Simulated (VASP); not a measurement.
# AlN: convergence, relaxation of the cell

AlN, F-43m (no. 216), 2 atoms in the cell. RevPBE; PAW potentials Al, N (PBE set). VASP 6.6.1. The cell is changed on purpose: volume scaled by 1.06.

Wanted: cell volume within 1 %; lattice lengths within 0.4 %; shortest distances from each atom, periodic images included within 0.02 Å.

What the run is for: cell; Accuracy asked: screening.

The series start from Plane-wave cutoff (eV): 600; k-point mesh: 7 × 7 × 7; Relaxation passes: 2; Ionic threshold (EDIFFG): -0.005; Electronic threshold (eV): 1e-6; Precision mode (PREC): Accurate; Relaxation algorithm: IBRION=2 POTIM=0.5. Each series keeps the choices made before it, and each single choice may use up half of a tolerance. Times cover all steps of a run.

## Plane-wave cutoff (eV)

| Plane-wave cutoff (eV) | Cell volume (Å³) | Lattice lengths, largest deviation against the largest value | Shortest distances from each atom, periodic images included, largest deviation (Å) | Time (s) |
|---|---|---|---|---|
| 400 | 21.21 | 0.59 % | 0.011 | 9.2 |
| 460 | 21.52 | 0.11 % | 0.002 | 9.6 |
| 520 | 21.58 | 0.014 % | 0.000 | 7.7 |
| 600 | 21.57 | 0.031 % | 0.001 | 12 |
| 700 | 21.57 | 0.026 % | 0.001 | 14 |
| 840 (reference) | 21.59 | 0 % | 0.000 | 17 |

Chosen: 460, the loosest value from which every tighter one stays within half of the tolerance.

## k-point mesh

| k-point mesh | Cell volume (Å³) | Lattice lengths, largest deviation against the largest value | Shortest distances from each atom, periodic images included, largest deviation (Å) | Time (s) |
|---|---|---|---|---|
| 4 × 4 × 4 | 21.52 | 0.0032 % | 0.000 | 7.4 |
| 5 × 5 × 5 | 21.52 | 0.00064 % | 0.000 | 8.0 |
| 6 × 6 × 6 | 21.52 | 0.0016 % | 0.000 | 8.8 |
| 7 × 7 × 7 | 21.52 | 0 % | 0.000 | 9.6 |
| 9 × 9 × 9 | 21.52 | 0.00064 % | 0.000 | 11 |
| 11 × 11 × 11 (reference) | 21.52 | 0 % | 0.000 | 15 |

Chosen: 4 × 4 × 4.

## Relaxation passes

| Relaxation passes | Cell volume (Å³) | Lattice lengths, largest deviation against the largest value | Shortest distances from each atom, periodic images included, largest deviation (Å) | Time (s) |
|---|---|---|---|---|
| 1 | 21.53 | 0.023 % | 0.000 | 4.2 |
| 2 | 21.52 | 0 % | 0.000 | 7.4 |
| 3 (reference) | 21.52 | 0 % | 0.000 | 8.0 |

Chosen: 1.

## Ionic threshold (EDIFFG)

| Ionic threshold (EDIFFG) | Cell volume (Å³) | Lattice lengths, largest deviation against the largest value | Shortest distances from each atom, periodic images included, largest deviation (Å) | Time (s) |
|---|---|---|---|---|
| -0.05 | 21.53 | 0 % | 0.000 | 4.2 |
| -0.02 | 21.53 | 0 % | 0.000 | 4.1 |
| -0.01 | 21.53 | 0 % | 0.000 | 4.1 |
| -0.005 | 21.53 | 0 % | 0.000 | 4.2 |
| -0.002 (reference) | 21.53 | 0 % | 0.000 | 4.0 |

Chosen: -0.05.

## Electronic threshold (eV)

| Electronic threshold (eV) | Cell volume (Å³) | Lattice lengths, largest deviation against the largest value | Shortest distances from each atom, periodic images included, largest deviation (Å) | Time (s) |
|---|---|---|---|---|
| 0.0001 | 21.54 | 0.011 % | 0.000 | 4.5 |
| 1e-5 | 21.54 | 0.0032 % | 0.000 | 5.3 |
| 1e-6 | 21.53 | 0.00032 % | 0.000 | 4.2 |
| 1e-7 (reference) | 21.53 | 0 % | 0.000 | 5.6 |

Chosen: 0.0001.

## Precision mode (PREC)

| Precision mode (PREC) | Cell volume (Å³) | Lattice lengths, largest deviation against the largest value | Shortest distances from each atom, periodic images included, largest deviation (Å) | Time (s) |
|---|---|---|---|---|
| Normal | 21.54 | 0.00032 % | 0.000 | 3.6 |
| Accurate (reference) | 21.54 | 0 % | 0.000 | 4.5 |

Chosen: Normal.

## Relaxation algorithm

| Relaxation algorithm | Cell volume (Å³) | Lattice lengths, largest deviation against the largest value | Shortest distances from each atom, periodic images included, largest deviation (Å) | Time (s) |
|---|---|---|---|---|
| IBRION=2 POTIM=0.5 | 21.54 | 0 % | 0.000 | 3.6 |
| IBRION=2 POTIM=0.2 | 21.53 | 0.023 % | 0.000 | 3.4 |
| IBRION=1 POTIM=0.5 | 21.54 | 0.0064 % | 0.000 | 4.1 |
| IBRION=1 POTIM=0.2 | 21.53 | 0.021 % | 0.000 | 3.4 |

Chosen: IBRION=2 POTIM=0.5; no other choice that stays within half of the tolerance saves 30 % of the time.

## All choices together

| Input | Cell volume (Å³) | Lattice lengths, largest deviation against the largest value | Shortest distances from each atom, periodic images included, largest deviation (Å) | Time (s) |
|---|---|---|---|---|
| the program's defaults (naive) | 21.21 | 0.59 % | 0.011 | 3.0 |
| chosen settings | 21.54 | 0.072 % | 0.001 | 3.6 |
| reference settings throughout | 21.59 | 0 % | 0.000 | 53 |

The tolerance is met.

Values of the reference run: Lattice lengths: 3.125, 3.125, 3.125 Å; Shortest distances from each atom, periodic images included: 1.914, 1.914, 1.914, 1.914, 1.914, 1.914, 1.914, 1.914 Å.

## The input

INCAR.step1:
```
ALGO     = Normal         # electronic algorithm
EDIFF    = 1E-4           # SCF threshold, eV
EDIFFG   = -0.05          # ionic threshold
EFERMI   = MIDGAP       
ENCUT    = 460            # plane-wave cutoff, eV
GGA      = RE             # functional
GGA_COMPAT= False        
IBRION   = 2              # ionic algorithm
ISIF     = 3              # what is computed and relaxed
ISMEAR   = 0              # smearing method
LASPH    = True           # aspherical terms in the spheres
LCHARG   = False          # write CHGCAR
LREAL    = False          # projectors in reciprocal space
LWAVE    = False          # write WAVECAR
NELM     = 120            # most SCF steps
NELMIN   = 4            
NSW      = 80             # ionic steps
POTIM    = 0.5            # step
PREC     = Normal         # precision mode
SIGMA    = 0.03           # smearing width, eV
```

INCAR.step2, as INCAR.step1 but for:
```
- EDIFFG = -0.05
- IBRION = 2
- ISIF = 3
- NELMIN = 4
- NSW = 80
- POTIM = 0.5
+ ISIF = 2
```

KPOINTS:
```
Automatic mesh
0
Gamma
  4 4 4
  0 0 0
```

POSCAR.step1:
```
AlN
1.0
    0.0000000000      2.2268278375      2.2268278375
    2.2268278375      0.0000000000      2.2268278375
    2.2268278375      2.2268278375      0.0000000000
Al N
1 1
Direct
    0.0000000000      0.0000000000      0.0000000000
    0.2500000000      0.2500000000      0.2500000000
```

Commands (each step's output is kept before the next begins):
```
cat potpaw_PBE.64/Al/POTCAR potpaw_PBE.64/N/POTCAR > POTCAR
cp INCAR.step1 INCAR
cp POSCAR.step1 POSCAR
mpirun -np 1 vasp_std > vasp.out
cp CONTCAR POSCAR
cp INCAR.step2 INCAR
mpirun -np 1 vasp_std > vasp.out
```

The chosen input took VASP 6.6.1 3.6 s on 1 core (Intel Xeon 6975P-C (Granite Rapids)), a shared host.

## An input that fails: cell relaxed at a low cutoff

It runs to its end, but against the unchanged starting input it is off by 11 % in the cell volume, 3.9 % in the lattice lengths, 0.074 Å in the shortest distances from each atom, periodic images included.

Changes against the starting input:
```
(all steps)
- PREC = Accurate
- NELM = 120
- ENCUT = 600
+ PREC = Low
+ NELM = 50
+ ENCUT = 280
```
